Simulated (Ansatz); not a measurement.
**Cu (diamond type): how the settings move a single-point run**

Question: which choices in the input matter for Cu (diamond type)?

Computed with Ansatz 0.2.0 (reference: DFT, PBE, all-electron LAPW, scalar-relativistic, unless a step's input says otherwise).

1 further run of the same task is left out (it didn't finish).

## Step 1: The structure to begin with

It takes space group Fd-3m (No. 227, cubic). Conventional cell: a = 5.169 Å, b = 5.169 Å, c = 5.169 Å, α = 90.00°, β = 90.00°, γ = 90.00°. Cu (site symmetry -43m) has 4 Cu at 2.24 Å as nearest neighbours.

As a file:

```cif
data_structure
_symmetry_space_group_name_H-M 'P 1'
_symmetry_Int_Tables_number 1
_cell_length_a 3.6548
_cell_length_b 3.6548
_cell_length_c 3.6548
_cell_angle_alpha 60.000
_cell_angle_beta 60.000
_cell_angle_gamma 60.000
_cell_volume 34.52
loop_
_atom_site_label
_atom_site_type_symbol
_atom_site_fract_x
_atom_site_fract_y
_atom_site_fract_z
_atom_site_occupancy
Cu1 Cu 0.87500 0.87500 0.87500 1
Cu2 Cu 0.12500 0.12500 0.12500 1
```

## Step 2: Baseline

input.yaml reads:

```yaml
crystal:
  lattice:
    - [0.0, 2.5843666452, 2.5843666452]
    - [2.5843666452, 0.0, 2.5843666452]
    - [2.5843666452, 2.5843666452, 0.0]
  atoms:
    - { symbol: Cu, position: [-0.125, -0.125, -0.125] }
    - { symbol: Cu, position: [0.125, 0.125, 0.125] }
kpoints:
  mp_grid: { grid: [13, 13, 13] }
scf:
  occupations: { method: fermi_dirac, width: 0.08 }
hamiltonian:
  xc: pbe
  pseudopotentials: { kind: all_electron, lapw: { basis_error: 0.001 } }
output:
  forces: true
  stress: true
  eigenvalues: true
  populations: true
```

Started as:

```bash
$ ansatz run input.yaml --threads 1 --pin off --max-ram 2048MiB --backend cpu --events-out ev --progress --plain --runs-dir out
```

From the output:

```text
[...]
Basis set: ecut = 401.1349630083031 eV, 609 PW (Γ), exchange–correlation at level 2
[...]
k-points: 84 of 2197
[...]
SCF iter   1: F=—  HF=-90067.638371 eV  |F-HF|=—  |Δ(HF+E_count)|=         —  Δρ=5.32e-2  dr2=8.98e-1  ethr=2.36e-3  ⟨swp⟩=2.0  Hψ=11791  notcnv=0
preconditioner: auto → LDOS  [metal: Δε(μ)=0.064 eV  Ē_g=7.354 eV  σ=0.080 eV  W_gap=0.20  n_scr=14 (ndim 8)  ℏωp=29.6 eV  f_vac=0.126  D(μ)=1.32/eV (n_scr^D=14)  β→1.0]
SCF iter   2: F=—  HF=-90068.768009 eV  |F-HF|=—  |Δ(HF+E_count)|=    1.13e0  Δρ=2.11e-2  dr2=1.09e-1  ethr=2.36e-3  ⟨swp⟩=3.0  Hψ=6784  notcnv=0
[...]
SCF iter   8: F=—  HF=-90066.428027 eV  |F-HF|=—  |Δ(HF+E_count)|=   1.54e-6  Δρ=7.30e-6  dr2=2.33e-8  ethr=4.17e-9  ⟨swp⟩=2.1  Hψ=5496  notcnv=0
SCF iter   9: F=-90066.428027 eV  HF=-90066.428027 eV  |F-HF|=8.29e-10  |Δ(HF+E_count)|=   2.28e-8  Δρ=6.24e-7  dr2=1.44e-10  ethr=6.14e-11  ⟨swp⟩=2.1  Hψ=5499  notcnv=0
[...]
SCF converged after 9 iterations
Free energy (F): -90066.428027 eV
[...]
E sigma→0 (E₀):  -90066.419246 eV
[...]
Fermi energy:    9.799018 eV
[...]
  P = ⅓ Tr σ = 7.5126 GPa (75.126 kbar)
[...]
```

It took 27 s on 1 thread of Arm Neoverse V1, shared host; peak memory 0.43 GiB.

## Step 3: Variant: xc_grid 3

input.yaml: that of step 2 with these lines changed.

```diff
@@ -20 +20,3 @@
   populations: true
+basis:
+  xc_grid: 3
```

Started as:

```bash
$ ansatz run input.yaml --threads 1 --pin off --max-ram 2048MiB --backend cpu --events-out ev --progress --plain --runs-dir out
```

What it wrote, shortened:

```text
Cu: projections on atomic orbitals take those of the free atom 1s2 2s2 2p6 3s2 3p6 3d10 4s1, of charge +0.00 (hamiltonian.pseudopotentials.projection_atoms)
LAPW: plane waves up to 10.261 Å⁻¹, error target 1.0e-3 eV per atom; small_component_spin mean_spin; Cu in spheres of 1.119 Å, 19 of its electrons in bands, Dirac shells []
[...]
Pseudopotentials: kind: all_electron
Pseudopotential: Cu, LAPW, valence charge 19, Koelling and Harmon's equation, gaussian nucleus
Functional definition: PBE
[...]
Crystal: 2 atoms, lattice volume = 34.522 Å³
Basis set: ecut = 401.1349630083031 eV, 609 PW (Γ), exchange–correlation at level 3
Bands: 23, of which v1, the nominal top of the filled ones, is band 19 counted from 1 (18 counted from 0)
Symmetry: 48 space group operations
Space group: Fd-3m (ITA 227), of the structure as read, at distance tolerance 3.3e-5 Å
k-points: 84 of 2197
[...]
SCF iter   1: F=—  HF=-90067.638371 eV  |F-HF|=—  |Δ(HF+E_count)|=         —  Δρ=5.32e-2  dr2=8.98e-1  ethr=2.36e-3  ⟨swp⟩=2.0  Hψ=11791  notcnv=0
[...]
SCF iter   9: F=-90066.428027 eV  HF=-90066.428027 eV  |F-HF|=8.00e-10  |Δ(HF+E_count)|=   2.29e-8  Δρ=6.24e-7  dr2=1.44e-10  ethr=6.14e-11  ⟨swp⟩=2.1  Hψ=5499  notcnv=0
[...]
SCF converged after 9 iterations
Free energy (F): -90066.428027 eV
[...]
E sigma→0 (E₀):  -90066.419246 eV
Entropy (-TS):   -0.017562 eV (-8.781 meV/atom)
Fermi energy:    9.799018 eV
[...]
--- Forces (eV/Å), atoms counted from 1 ---
  atom   1  Cu     0.00000000     0.00000000    -0.00000000
  atom   2  Cu     0.00000000    -0.00000000     0.00000000
[...]
--- Stress (GPa, compression-positive) ---
        7.512598      -0.000000       0.000000
       -0.000000       7.512598      -0.000000
        0.000000      -0.000000       7.512598
  P = ⅓ Tr σ = 7.5126 GPa (75.126 kbar)
--- Band table (eV; the first three rows and the last of 84) ---
  k-point 0: bands = ["-102.4465", "-102.3895", "-59.8719", "-59.8719", "-59.8719", "-59.7417", "-59.7417", "-59.7417", "2.9463", "6.5156", "6.5156", "6.5156", "6.5213", "6.5213", "7.7748", "7.7748", "7.7748", "8.5446", "8.5446", "20.2808", "20.2808", "20.2808", "21.0885"]
[...]
--- Löwdin populations: 2 sites ---
  site symbol       q [e]
     0     Cu     28.9002
     1     Cu     28.9002
  spilling = 0.003443 (of n_electrons = 58.000000)
```

Wall time 27 s (1 thread of Arm Neoverse V1, shared host); peak memory 0.43 GiB.

The changed input (numerical grids) leaves the energy the same to the digits printed.

## Step 4: Changing settings: mp_grid.grid [9, 9, 9]

input.yaml: that of step 2 with these lines changed.

```diff
@@ -9,3 +9,3 @@
 kpoints:
-  mp_grid: { grid: [13, 13, 13] }
+  mp_grid: { grid: [9, 9, 9] }
 scf:
```

Started as:

```bash
$ ansatz run input.yaml --threads 1 --pin off --max-ram 2048MiB --backend cpu --events-out ev --progress --plain --runs-dir out
```

What it wrote, shortened:

```text
Cu: projections on atomic orbitals take those of the free atom 1s2 2s2 2p6 3s2 3p6 3d10 4s1, of charge +0.00 (hamiltonian.pseudopotentials.projection_atoms)
LAPW: plane waves up to 10.261 Å⁻¹, error target 1.0e-3 eV per atom; small_component_spin mean_spin; Cu in spheres of 1.119 Å, 19 of its electrons in bands, Dirac shells []
[...]
[... 3 set-up lines as earlier in the session ...]
[...]
Crystal: 2 atoms, lattice volume = 34.522 Å³
Basis set: ecut = 401.1349630083031 eV, 609 PW (Γ), exchange–correlation at level 2
Bands: 23, of which v1, the nominal top of the filled ones, is band 19 counted from 1 (18 counted from 0)
[... 2 set-up lines as earlier in the session ...]
k-points: 35 of 729
[...]
SCF iter  10: F=-90066.431881 eV  HF=-90066.431881 eV  |F-HF|=1.21e-9  |Δ(HF+E_count)|=   5.00e-8  Δρ=1.82e-6  dr2=5.94e-10  ethr=1.63e-10  ⟨swp⟩=3.0  Hψ=2413  notcnv=0
[...]
SCF converged after 10 iterations
Free energy (F): -90066.431881 eV
[...]
E sigma→0 (E₀):  -90066.426097 eV
Entropy (-TS):   -0.011568 eV (-5.784 meV/atom)
Fermi energy:    9.792819 eV
[...]
--- Forces (eV/Å), atoms counted from 1 ---
  atom   1  Cu     0.00000000    -0.00000000    -0.00000000
  atom   2  Cu    -0.00000000     0.00000000     0.00000000
[...]
--- Stress (GPa, compression-positive) ---
        7.450126      -0.000000      -0.000000
       -0.000000       7.450126       0.000000
       -0.000000       0.000000       7.450126
  P = ⅓ Tr σ = 7.4501 GPa (74.501 kbar)
--- Band table (eV; the first three rows and the last of 35) ---
[... band rows left out ...]
[...]
--- Löwdin populations: 2 sites ---
  site symbol       q [e]
     0     Cu     28.8996
     1     Cu     28.8996
  spilling = 0.003462 (of n_electrons = 58.000000)
```

It took 13 s on 1 thread of Arm Neoverse V1, shared host; peak memory 0.32 GiB.

Changing the k-point mesh moves the energy by -1.9 meV/atom. The energy is not variational in the mesh, so the sign tells nothing. Cost: 10 SCF cycles against 9, 13 s against 27 s.

## Step 5: Side by side

| run | ending | energy change | pressure (GPa) | gap (eV) | force (eV/Å) | cycles | time |
| --- | --- | --- | --- | --- | --- | --- | --- |
| reference | converged | 0 | 7.5 | 0.00 | 0.00 | 9 | 27 s |
| 1: xc_grid 3 | converged | 0.0 meV/atom | 7.5 | 0.00 | 0.00 | 9 | 27 s |
| 2: mp_grid.grid [9, 9, 9] | converged | -1.9 meV/atom | 7.5 | 0.00 | 0.00 | 10 | 13 s |

Residual by cycle in the longest SCF loop of each run; runs are numbered as in the table. The quantity is the density residual dr2, in eV.

| cycle | reference | run 1 | run 2 |
| --- | --- | --- | --- |
| 1 | 0.898 | 0.898 | 0.898 |
| 2 | 0.109 | 0.109 | 0.193 |
| 3 | 0.01 | 0.01 | 0.0041 |
| 4 | 0.00901 | 0.00901 | 0.0384 |
| 5 | 3.4e-5 | 3.4e-5 | 0.00256 |
| 6 | 1.1e-5 | 1.1e-5 | 7.9e-5 |
| 7 | 1.6e-6 | 1.6e-6 | 1.0e-5 |
| 8 | 2.3e-8 | 2.3e-8 | 2.8e-6 |
| 9 | 1.4e-10 | 1.4e-10 | 6.2e-8 |
| 10 | - | - | 5.9e-10 |

**Reading.** Of the converged runs whose energies compare with the reference's, «mp_grid.grid [9, 9, 9]» moves the energy most (-1.9 meV/atom) and «xc_grid 3» least (0.0 meV/atom). Of the variants the dearest is «xc_grid 3» (27 s), the cheapest «mp_grid.grid [9, 9, 9]» (13 s), on a shared host.
